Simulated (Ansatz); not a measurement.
# SiC: energy along a strain

SiC, P6_3mc, a = 3.092 Å, c = 5.074 Å. The compound has several low-lying forms, and this is one of them. Ansatz: PBE, PAW, 420 eV, Γ-centred 12×12×6 mesh on 4 atoms, Gaussian smearing 0.05 eV; no spin polarisation. Cell vectors (Å): 3.092 0.000 0.000; -1.546 2.678 0.000; 0.000 0.000 5.074. The cell is strained by x per cent times the pattern (1 1 0 0 0 0) in the order xx yy zz yz xz xy (engineering shears), with fractional coordinates held. y is the free energy over the start, V0 = 10.502 Å³/atom.

| x (%) | y (meV/atom) |
| --- | --- |
| -6.00 | ? |
| -4.50 | 92.16 |
| -3.00 | 39.30 |
| -1.50 | 9.42 |
| 0.00 | 0.00 |
| 1.50 | 8.68 |
| 3.00 | 33.33 |
| 4.50 | 72.02 |
| 5.25 | 96.08 |
| 6.00 | 122.99 |

Fit y = c2 x² + c3 x³ to the other rows, get the stiffness along the pattern, and predict the missing energy.

Least squares on the rows shown. y = 4.0574 x² − 0.10810 x³. The clamped-ion stiffness p·C·p = 2 × 40.57 eV × 160.2 / 10.502 Å³ = 1238 GPa. At x = -6.00 the fit asked for gives 169.42 meV/atom. The run gave 170.85 meV/atom, so the fit is 1.43 meV/atom too low, 0.84 % of the span of the series, against an rms of 0.19 meV/atom on the fitted rows. The row lies outside the fitted range. With a term in x⁴ added, a fit to the same known rows predicts 170.73 meV/atom, so most of the miss is curvature that the known rows already hold.

Cost: 10 runs of about 0.73 core-minutes in all, on Intel Xeon Platinum 8259CL (Skylake/Cascade Lake) (shared hosts).